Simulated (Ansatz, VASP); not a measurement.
# Cu: VASP beside Ansatz

```
CELL_PARAMETERS angstrom
0.00000 1.83661 1.83661
1.83661 0.00000 1.83661
1.83661 1.83661 0.00000
ATOMIC_POSITIONS crystal
Cu 0.00000 0.00000 0.00000
```

Alike in both runs: functional RPBE; k mesh 20 × 20 × 20; occupations gaussian, width 0.1 eV; no spin polarisation.

Ansatz relaxed the structure, and its values are those at the end. VASP's run is a single point on that final structure, the one shown.

```csv
,VASP,Ansatz
version,VASP 6.6.1,Ansatz 0.2.0
potentials or method,"VASP PAW PBE potentials, release 64 (Cu)","scalar-relativistic, plane waves, PAW"
plane-wave cutoff (eV),520,420
valence electrons in the cell,11,19
```

|  | VASP | Ansatz | Ansatz less VASP |
| --- | --- | --- | --- |
| gap on the k mesh at the Fermi level (eV) | none | none | - |
| pressure (GPa) | 0.5 | 0.0 | -0.54 |

A gap of «none» marks a metal or a gap that the smearing closes. The two sets of potentials don't hold the same shells in valence.

Caveats: the PAW data sets were made with another functional, which shifts forces and pressure a little (VASP).
